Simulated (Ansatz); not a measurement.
What DFT gives for Pt

```
Pt
1.0
     0.00000    1.98263    1.98263
     1.98263    0.00000    1.98263
     1.98263    1.98263    0.00000
Pt
1
Cartesian
  0.0000 0.0000 0.0000
```

The numbers come from plane-wave PAW DFT (Ansatz): PBE, spin-orbit coupling, 420 eV, 14×14×14 Γ-centred k points, fermi-dirac occupations (width 0.1 eV). Nothing was relaxed.

The state carries no moments; the state need not be the lowest.

Is the cell too large or too small?

The pressure is 1.6 GPa (compression positive), so with the atoms held at these fractions the cell would first expand.

Metal or insulator?

It is a metal, with about 1.8 states/eV a cell as the mean within 0.25 eV of the Fermi level, mostly Pt d (96 %).

Origin: a known structure type with other elements, at an estimated volume, so it need not be a known compound.
